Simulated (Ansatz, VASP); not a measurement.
**Cross-check of PbSe (Clausthalite) between VASP and Ansatz**

Wanted: the spread between two codes on one cell, functional and k mesh. Other levels of theory on this material are compared in a session of their own.

Main program and level: Ansatz 0.2.0; plane waves, with VASP 6.6.1 beside it; band structure at BLYP.

### Step 1. The starting structure

Symmetry: Fm-3m, No. 225, cubic system. Conventional cell: a = 6.121 Å, b = 6.121 Å, c = 6.121 Å, α = 90.00°, β = 90.00°, γ = 90.00°. Pb has 6 Se at 3.06 Å nearest. Se has 6 Pb at 3.06 Å nearest. Farther neighbours and most contacts between anions are not listed.

### Step 2. VASP: band structure, BLYP

The same path points are solved in both programs, so levels can be compared one by one.

Lines of VASP's logs that name or quote its potential files are left out, and so is its time.

Contents of INCAR:

```
SYSTEM = PbSe
PREC = Accurate
ENCUT = 400
EDIFF = 1E-06
NELM = 100
ISMEAR = 0
SIGMA = 0.02
LREAL = .FALSE.
ALGO = Normal
GGA = B5
ALDAX = 1
AGGAX = 1
AGGAC = 1
ALDAC = 0
NBANDS = 22
LORBIT = 11
LWAVE = .FALSE.
LCHARG = .FALSE.
KPAR = 4
```

Contents of POSCAR:

```
PbSe
1.0
    0.0000000000      3.0606500000      3.0606500000
    3.0606500000      0.0000000000      3.0606500000
    3.0606500000      3.0606500000      0.0000000000
Pb Se
1 1
Direct
    0.0000000000      0.0000000000      0.0000000000
    0.5000000000      0.5000000000      0.5000000000
```

Contents of KPOINTS:

```
Automatic mesh
0
Gamma
4 4 4
0 0 0
```

Contents of KPOINTS_OPT:

```
Line mode
16
Line-mode
Reciprocal
  0.00000000   0.00000000   0.00000000 GAMMA
  0.50000000   0.00000000   0.50000000 X

  0.50000000   0.00000000   0.50000000 X
  0.50000000   0.25000000   0.75000000 W

  0.50000000   0.25000000   0.75000000 W
  0.37500000   0.37500000   0.75000000 K

  0.37500000   0.37500000   0.75000000 K
  0.00000000   0.00000000   0.00000000 GAMMA

  0.00000000   0.00000000   0.00000000 GAMMA
  0.50000000   0.50000000   0.50000000 L

  0.50000000   0.50000000   0.50000000 L
  0.62500000   0.25000000   0.62500000 U

  0.62500000   0.25000000   0.62500000 U
  0.50000000   0.25000000   0.75000000 W

  0.50000000   0.25000000   0.75000000 W
  0.50000000   0.50000000   0.50000000 L

  0.50000000   0.50000000   0.50000000 L
  0.37500000   0.37500000   0.75000000 K

  0.62500000   0.25000000   0.62500000 U
  0.50000000   0.00000000   0.50000000 X
```

PAW data sets: Pb_d and Se (PBE family, release 64).

Command:

```console
$ mpirun -np 4 vasp_std
```

Numbers of over 12 decimals in the logs are rounded to 6 here.

Output:

```text
[banner, memory and clock lines left out]
running    4 mpi-ranks, on    1 nodes
 distrk:  each k-point on    1 cores,    4 groups
 distr:  one band on    1 cores,    1 groups

 POSCAR found type information on POSCAR PbSe
 POSCAR found :  2 types and       2 ions
|                                                                             |
|               ----> ADVICE to this user running VASP <----                  |
|                                                                             |
|     You enforced a specific xc type in the INCAR file but a different       |
|     [... a line on the potential file left out ...]
|     I HOPE YOU KNOW WHAT YOU ARE DOING!                                     |
|                                                                             |

 LDA part: xc-table for (Slater(with rela. corr.)+VWN5), standard interpolation
 POSCAR, INCAR and KPOINTS ok, starting setup
 FFT: planning ... GRIDC
 FFT: planning ... GRID_SOFT
 FFT: planning ... GRID
 WAVECAR not read
 entering main loop
       N       E                     dE             d eps       ncg     rms          rms(c)
DAV:   1     0.152564816553E+03    0.15256E+03   -0.77914E+03   366   0.762E+02
DAV:   2     0.337907728895E+01   -0.14919E+03   -0.14161E+03   382   0.245E+02
DAV:   3    -0.717038207861E+01   -0.10549E+02   -0.10495E+02   430   0.708E+01
DAV:   4    -0.743249645398E+01   -0.26211E+00   -0.26199E+00   438   0.118E+01
DAV:   5    -0.744414620087E+01   -0.11650E-01   -0.11649E-01   502   0.241E+00    0.294E+00
DAV:   6    -0.701524306006E+01    0.42890E+00   -0.91169E-01   534   0.650E+00    0.157E+00
DAV:   7    -0.701217065853E+01    0.30724E-02   -0.14972E-01   452   0.166E+00    0.908E-01
DAV:   8    -0.701626200829E+01   -0.40913E-02   -0.14454E-02   408   0.964E-01    0.183E-01
DAV:   9    -0.701554216664E+01    0.71984E-03   -0.36119E-03   532   0.425E-01    0.551E-02
DAV:  10    -0.701559440850E+01   -0.52242E-04   -0.30116E-04   394   0.106E-01    0.238E-02
DAV:  11    -0.701560369011E+01   -0.92816E-05   -0.31472E-05   444   0.372E-02    0.499E-03
DAV:  12    -0.701560361394E+01    0.76168E-07   -0.68798E-07   358   0.694E-03
   1 F= -.70156036E+01 E0= -.70156036E+01  d E =-.428021E-18
 Start KPOINTS_OPT (optional k-point list driver)
k-point batch [1-8\160]
       N       E                     dE             ncg
DAV:   1     0.489203271358E+03   -0.68136E+03      368
DAV:   2    -0.790141952662E+03   -0.12793E+04      388
DAV:   3    -0.878346678508E+03   -0.88205E+02      400
DAV:   4    -0.880319554663E+03   -0.19729E+01      442
DAV:   5    -0.880405212223E+03   -0.85658E-01      498
DAV:   6    -0.880409104077E+03   -0.38919E-02      538
DAV:   7    -0.880409130915E+03   -0.26837E-04      474
DAV:   8    -0.880409131317E+03   -0.40192E-06      316
[...]
k-point batch [153-160\160]
       N       E                     dE             ncg
DAV:   1     0.377280717132E+03   -0.44521E+04      352
DAV:   2    -0.861328260286E+03   -0.12386E+04      382
DAV:   3    -0.959284777188E+03   -0.97957E+02      432
DAV:   4    -0.961840808317E+03   -0.25560E+01      412
DAV:   5    -0.961935147414E+03   -0.94339E-01      484
DAV:   6    -0.961939206775E+03   -0.40594E-02      466
DAV:   7    -0.961939317477E+03   -0.11070E-03      516
DAV:   8    -0.961939318244E+03   -0.76670E-06      436
```

OUTCAR, selected parts (step 2):

```text
ion  position               nearest neighbor table
   1  0.000  0.000  0.000-   2 3.06   2 3.06   2 3.06   2 3.06   2 3.06   2 3.06
   2  0.500  0.500  0.500-   1 3.06   1 3.06   1 3.06   1 3.06   1 3.06   1 3.06

  LATTYP: Found a face centered cubic cell.
 ALAT       =     6.1213000000

 Subroutine GETGRP returns: Found 48 space group operations
 (whereof 48 operations were pure point group operations)

The static configuration has the point symmetry O_h .

 Found      8 irreducible k-points:

   k-points           NKPTS =      8   k-points in BZ     NKDIM =      8   number of bands    NBANDS=     22

   dimension x,y,z NGX =    28 NGY =   28 NGZ =   28
   dimension x,y,z NGXF=    56 NGYF=   56 NGZF=   56

   ENCUT  =  400.0 eV  29.40 Ry    5.42 a.u.   7.06  7.06  7.06*2*pi/ulx,y,z

   NELECT =      20.0000    total number of electrons

 k-points in reciprocal lattice and weights: Automatic mesh
   0.00000000  0.00000000  0.00000000       0.016
   0.25000000  0.00000000  0.00000000       0.125
   0.50000000  0.00000000  0.00000000       0.062
   0.25000000  0.25000000  0.00000000       0.094
   0.50000000  0.25000000  0.00000000       0.375
  -0.25000000  0.25000000  0.00000000       0.188
   0.50000000  0.50000000  0.00000000       0.047
  -0.25000000  0.50000000  0.25000000       0.094

 average (electrostatic) potential at core
       1 -92.3746       2 -52.5295

 E-fermi :   5.6174

 k-point     1 :       0.0000    0.0000    0.0000
  band No.  band energies     occupation
    ...
      6      -8.0908      2.00000
      7      -0.9031      2.00000
      8       3.6297      2.00000
      9       3.6297      2.00000
     10       3.6297      2.00000
     11      10.1193      0.00000
     12      10.1193      0.00000
     13      10.1193      0.00000
     14      12.2323      0.00000
     15      12.2323      0.00000
    ...

 k-point     2 :       0.2500    0.0000    0.0000
  band No.  band energies     occupation
    ...
      6      -7.6510      2.00000
      7      -2.1398      2.00000
      8       3.8011      2.00000
      9       3.8011      2.00000
     10       4.4591      2.00000
     11       7.7174      0.00000
     12       8.3926      0.00000
     13       8.3926      0.00000
     14      12.3213      0.00000
     15      13.4143      0.00000
    ...

 k-point     3 :       0.5000    0.0000    0.0000
  band No.  band energies     occupation
    ...
      6      -7.0330      2.00000
      7      -3.3549      2.00000
      8       4.0616      2.00000
      9       4.0616      2.00000
     10       5.4990      2.00000
     11       5.8940      0.00000
     12       7.1894      0.00000
     13       7.1894      0.00000
     14      14.3801      0.00000
     15      15.7839      0.00000
    ...

  Total        2.1699521      2.1699521      2.1699521      0.0000000      0.0000000     -0.0000000
  in kB       60.6303023     60.6303023     60.6303023      0.0000000      0.0000000     -0.0000000
  external PRESSURE =      60.6303023 kB  Pullay stress =       0.0000000 kB

  energy-cutoff  :      400.00
  volume of cell :       57.34
      direct lattice vectors                 reciprocal lattice vectors
     0.000000000  3.060650000  3.060650000    -0.163363991  0.163363991  0.163363991
     3.060650000  0.000000000  3.060650000     0.163363991 -0.163363991  0.163363991
     3.060650000  3.060650000  0.000000000     0.163363991  0.163363991 -0.163363991

 POSITION                                       TOTAL-FORCE (eV/Angst)
 -----------------------------------------------------------------------------------
      0.00000      0.00000      0.00000         0.000000      0.000000     -0.000000
      3.06065      3.06065      3.06065        -0.000000     -0.000000      0.000000
 -----------------------------------------------------------------------------------
    total drift:                               -0.000000      0.000000      0.000000

  FREE ENERGIE OF THE ION-ELECTRON SYSTEM (eV)
  ---------------------------------------------------
  free  energy   TOTEN  =        -7.0156036139 eV

  energy  without entropy=       -7.0156036139  energy(sigma->0) =       -7.01560361

 total charge
# of ion       s       p       d       tot
------------------------------------------
    1        1.484   0.542   9.845  11.871
    2        1.477   2.365   0.016   3.859
--------------------------------------------------
tot          2.960   2.907   9.862  15.730

[... 3 further parts left out ...]
```

At this level the cell is under a pressure of 6.1 GPa, so at these settings it is away from equilibrium.

### Step 3. Ansatz: band structure, BLYP

Ansatz runs on its default PAW (the set named soft_2) files.

The same cell, functional (in two slightly different forms), mesh and smearing now go to Ansatz, which takes its cutoff from its data sets.

Contents of input.yaml:

```yaml
crystal:
  lattice:
    - [0.0, 3.06065, 3.06065]
    - [3.06065, 0.0, 3.06065]
    - [3.06065, 3.06065, 0.0]
  atoms:
    - { symbol: Pb, position: [0.0, 0.0, 0.0] }
    - { symbol: Se, position: [0.5, 0.5, 0.5] }
hamiltonian:
  xc: blyp
  pseudopotentials: { kind: paw }
kpoints:
  mp_grid: { grid: [4, 4, 4] }
  band_path:
    path:
      - [0.0, 0.0, 0.0]
      - [0.16667, 0.0, 0.16667]
      - [0.33333, 0.0, 0.33333]
      - [0.5, 0.0, 0.5]
      - [0.5, 0.08333, 0.58333]
      - [0.5, 0.18333, 0.68333]
      - [0.5, 0.25, 0.75]
      - [0.45, 0.3, 0.75]
      - [0.40833, 0.34167, 0.75]
      - [0.35, 0.35, 0.7]
      - [0.225, 0.225, 0.45]
      - [0.075, 0.075, 0.15]
      - [0.03333, 0.03333, 0.03333]
      - [0.23333, 0.23333, 0.23333]
      - [0.4, 0.4, 0.4]
      - [0.5, 0.5, 0.5]
      - [0.51667, 0.46667, 0.51667]
      - [0.55833, 0.38333, 0.55833]
      - [0.60833, 0.28333, 0.60833]
      - [0.60833, 0.25, 0.64167]
      - [0.55833, 0.25, 0.69167]
      - [0.51667, 0.25, 0.73333]
      - [0.5, 0.3, 0.7]
      - [0.5, 0.38333, 0.61667]
      - [0.5, 0.48333, 0.51667]
      - [0.475, 0.475, 0.55]
      - [0.425, 0.425, 0.65]
      - [0.38333, 0.38333, 0.73333]
      - [0.59167, 0.18333, 0.59167]
      - [0.55, 0.1, 0.55]
      - [0.5, 0.0, 0.5]
    npoints: 1
scf:
  occupations: { method: gaussian, width: 0.02 }
  n_extra_bands: 7
output:
  forces: true
  stress: true
  eigenvalues: true
  write_density: true
  write_potential: true
  elf: true
  volumetric_format: npy
```

Command:

```console
$ ansatz run input.yaml --threads 2 --pin off --max-ram 4608MiB --backend cpu --events-out ev --progress --plain --runs-dir out
```

Output:

```text
scf.n_extra_bands = 7 over 15 filled bands (N_el = 30.0): the run solves 22 bands
Engine: ansatz 0.2.0, aarch64-unknown-linux-gnu
Pseudopotentials: kind: paw
Pseudopotential: Pb, paw, valence charge 14, recommended cutoff 420 eV (normal), Pb.paw.azcp
Pseudopotential: Se, paw, valence charge 16, recommended cutoff 420 eV (normal), Se.paw.azcp
Functional definition: BLYP
  parameter beta = 0.0042
  parameter a = 0.04918
  parameter b = 0.132
  parameter c = 0.2533
  parameter d = 0.349
  exchange = b88_x(beta = beta)
  correlation = lyp_c(a = a, b = b, c = c, d = d)
Crystal: 2 atoms, lattice volume = 57.342 Å³
Basis set: ecut = 420 eV, 1139 PW (Γ), exchange–correlation on 60×60×60 points (8 copies of the dense FFT grid, shifted against one another)
Bands: 22, of which v1, the nominal top of the filled ones, is band 15 counted from 1 (14 counted from 0)
Symmetry: 48 space group operations
Space group: Fm-3m (ITA 225), of the structure as read, at distance tolerance 3.9e-5 Å
k-points: 8 of 64
Non-local potential: Pb, projectors of the file, l = 0: 2, l = 1: 2, l = 2: 2, l = 3: 2
Non-local potential: Se, projectors of the file, l = 0: 2, l = 1: 2, l = 2: 3, l = 3: 1
PAW form: soft (Blöchl's): semilocal exchange-correlation on the pseudo side does not see the compensation charge
PAW frozen core: Pb, regenerated for the run's functional, and the local potential with it (the file was generated under x = pbe(κ = 0.804, μ = 0.219515), c = pbe(β = 0.066725))
PAW frozen core: Se, regenerated for the run's functional, and the local potential with it (the file was generated under x = pbe(κ = 0.804, μ = 0.219515), c = pbe(β = 0.066725))
PAW one-centre angular grid: Pb, 590 points (default); XC on 64 Gauss nodes
PAW one-centre angular grid: Se, 590 points (default); XC on 64 Gauss nodes
Initial density: superposition of atomic densities (neutral atoms: chi_scale 0, normalization atom), corrected by the library's trained network
Initial wavefunctions: pseudopotential atomic-orbital guess
Functional: x = b88, c = lyp
SCF iter   1: F=—  HF=-17415.960704 eV  |F-HF|=—  |Δ(HF+E_count)|=         —  Δρ=7.61e-3  dr2=4.27e-2  ethr=1.77e-3  ⟨swp⟩=6.9  Hψ=900  notcnv=0
preconditioner: auto → none  [insulator: Δε(μ)=0.489 eV  Ē_g=18.021 eV  σ=0.020 eV  W_gap=1.00  n_scr=14 (ndim 8)  ℏωp=21.9 eV  f_vac=0.019  D(μ)=0.00/eV (n_scr^D=0)  ε∞_Penn≈2.5]
SCF iter   2: F=—  HF=-17415.949349 eV  |F-HF|=—  |Δ(HF+E_count)|=   1.14e-2  Δρ=2.05e-3  dr2=4.79e-3  ethr=1.42e-4  ⟨swp⟩=2.6  Hψ=311  notcnv=0  defer=18
SCF iter   3: F=—  HF=-17415.947505 eV  |F-HF|=—  |Δ(HF+E_count)|=   1.84e-3  Δρ=1.18e-3  dr2=5.63e-4  ethr=1.60e-5  ⟨swp⟩=2.4  Hψ=319  notcnv=0  defer=18
SCF iter   4: F=—  HF=-17415.947405 eV  |F-HF|=—  |Δ(HF+E_count)|=   9.98e-5  Δρ=2.06e-4  dr2=2.26e-5  ethr=1.88e-6  ⟨swp⟩=2.5  Hψ=240  notcnv=0  defer=18
SCF iter   5: F=—  HF=-17415.947405 eV  |F-HF|=—  |Δ(HF+E_count)|=   5.83e-7  Δρ=4.07e-5  dr2=6.45e-7  ethr=7.52e-8  ⟨swp⟩=2.0  Hψ=195  notcnv=0  defer=18
SCF iter   6: F=-17415.947406 eV  HF=-17415.947405 eV  |F-HF|=5.65e-8  |Δ(HF+E_count)|=   6.00e-7  Δρ=1.03e-5  dr2=3.07e-8  ethr=3.33e-10  ⟨swp⟩=12.8  Hψ=1298  notcnv=0
SCF 1 converged in 6 iterations: F = -17415.947406 eV  dr2 = 3.07e-8
  greatest PAW one-centre occupation: 1.000 electrons in one spin orbital (limit 2), on the Se atom at site 1 (counted from 0), in its partial waves of l = 2
NSCF: frozen V_eff on 31 k-points
SCF converged after 6 iterations
Free energy (F): -17415.947406 eV
Harris-Foulkes:  -17415.947405 eV  (|F-HF|=5.65e-8)
Internal energy: -17415.947406 eV  (E = F + TS)
E sigma→0 (E₀):  -17415.947406 eV
Fermi energy:    9.607912 eV
--- Per-component energies (eV) ---
  E_band       = -412.789931
  E_kinetic    = 408.482448
  E_local      = -3527.863456  (includes V_loc(G=0)·N_el)
  E_nonlocal   = -251.691307
  E_hartree    = 1646.701929
  E_xc         = -322.877788
  E_vxc        = -227.247500  (∫ρ·V_xc dr)
  E_paw        = -12357.138441  (= ΣΔE_a)
  E_vpaw       = -107.874828  (= ΣTr[D̂ρ^β])
  E_aug_tail   = -0.000511  (compensation charges beyond the density's cutoff)
  E_ewald      = -3011.707258
  E_core_change = 0.146979  (= ΣΔE_core)
  E_smearing   = -0.000000  (= −TS)
  E_closure    = 0.000000  (closes the sum)
  Σ components = -17415.947406   (vs F -17415.947406, Δ=0.00e0)
--- Forces (eV/Å), atoms counted from 1 ---
  atom   1  Pb    -0.00000000     0.00000000    -0.00000000
  atom   2  Se    -0.00000000     0.00000000     0.00000000
  max |Σ_I F_I| component: 3.88e-30 eV/Å
--- Stress (GPa, compression-positive) ---
        5.913235      -0.000000      -0.000000
       -0.000000       5.913235       0.000000
       -0.000000       0.000000       5.913235
  P = ⅓ Tr σ = 5.9132 GPa (59.132 kbar)
--- Band table (eV; the first three rows and the last of 8) ---
  k-point 0: bands = [... 11 lower, 2.9676, 7.5600, 7.5600, 7.5600, 14.0361, 14.0361, 14.0361, 16.1784, ... 3 higher]
  k-point 1: bands = [... 11 lower, 1.7502, 7.7305, 7.7305, 8.3738, 11.6335, 12.3176, 12.3176, 16.2587, ... 3 higher]
  k-point 2: bands = [... 11 lower, 0.5502, 7.9898, 7.9898, 9.4018, 9.8140, 11.1175, 11.1175, 18.3092, ... 3 higher]
  k-point 7: bands = [... 11 lower, 1.2936, 5.2798, 5.2798, 8.6290, 11.2979, 14.4540, 14.4540, 17.2614, ... 3 higher]
```

Run time: 2.4 s. Hardware: 2 threads of Arm Neoverse N1, shared host; peak memory 0.3 GiB.

### Step 4. Comparison

Known differences besides the potentials themselves: the data sets hold 30 valence electrons in Ansatz (default PAW (the set named soft_2) files) and 20 in VASP; the cutoff is 420 eV in Ansatz and 400 eV in VASP; Ansatz makes its cores anew for this functional, VASP keeps those of its PBE data sets; VASP leaves aspherical gradient terms in its spheres out (LASPH is not set), Ansatz keeps them; VASP's log shows a relativistic correction to its local exchange, Ansatz's none. Total energies have different zeros and are not compared.

The two programs side by side:

| quantity | Ansatz | VASP | difference |
| --- | --- | --- | --- |
| pressure (GPa) | 5.91 | 6.06 | -0.15 |
| gap over the path points (eV) | 0.412 | 0.395 | +0.017 |

Levels at points of the path, from each program's valence-band top (eV; 4 filled, then empty):

| k (reciprocal lattice) | Ansatz | VASP |
| --- | --- | --- |
| 0.000 0.000 0.000 | -6.43 -1.84 -1.84 -1.84 4.63 4.63 4.63 | -6.40 -1.87 -1.87 -1.87 4.62 4.62 4.62 |
| 0.167 0.000 0.167 | -7.09 -2.21 -2.21 -0.82 2.04 4.54 4.54 | -7.07 -2.23 -2.23 -0.83 2.02 4.52 4.52 |
| 0.333 0.000 0.333 | -7.65 -3.09 -2.87 -2.87 3.92 4.42 5.06 | -7.63 -3.12 -2.90 -2.90 3.91 4.38 5.04 |
| 0.500 0.000 0.500 | -7.50 -4.86 -3.17 -3.17 4.05 5.54 5.54 | -7.49 -4.89 -3.20 -3.20 4.01 5.53 5.53 |
| 0.500 0.083 0.583 | -7.68 -4.77 -3.31 -2.70 4.20 4.64 5.81 | -7.67 -4.80 -3.35 -2.73 4.17 4.62 5.79 |
| 0.500 0.183 0.683 | -8.02 -4.44 -3.77 -1.36 2.63 4.67 5.44 | -8.02 -4.47 -3.80 -1.38 2.61 4.64 5.42 |
| 0.500 0.250 0.750 | -8.11 -4.12 -4.12 -0.77 1.90 5.05 5.05 | -8.10 -4.16 -4.16 -0.79 1.88 5.03 5.03 |
| 0.450 0.300 0.750 | -8.11 -4.33 -3.69 -1.18 2.32 4.67 5.31 | -8.11 -4.37 -3.72 -1.19 2.31 4.65 5.29 |
| 0.408 0.342 0.750 | -8.12 -4.43 -3.10 -1.87 3.04 4.27 5.44 | -8.12 -4.47 -3.13 -1.89 3.03 4.25 5.42 |
| 0.350 0.350 0.700 | -8.27 -4.29 -2.45 -2.05 3.03 3.53 5.27 | -8.26 -4.33 -2.48 -2.07 3.01 3.51 5.25 |

Among the levels compared at these points, filled levels agree within 34 meV and empty ones within 40 meV.

### Step 5. Summary of results

| Property | Result |
| --- | --- |
| difference in gap over the path points (band structure, BLYP) | 0.017 eV |

**Reading.** The difference in gap over the path points is 0.017 eV (band structure, BLYP), within the 0.08 eV picked in this series as the mark of a large difference. 9 further runs of this series are not shown here. Such differences can come from data sets, numerical settings and the points named under the comparisons, not from the functional's error against experiment.

[Lines on the potential files, build, host, timing and source positions are cut from VASP's logs without a mark.]

[Logs are printed without paths, hosts, clocks, repeated set-up lines and the standing remarks that a program may print on its own settings, such as how far it seeks lower states.]

[Hosts, paths, dates, database ids (printed as entryN), source tags and the programs' standing remarks are cut or masked in the printed files.]
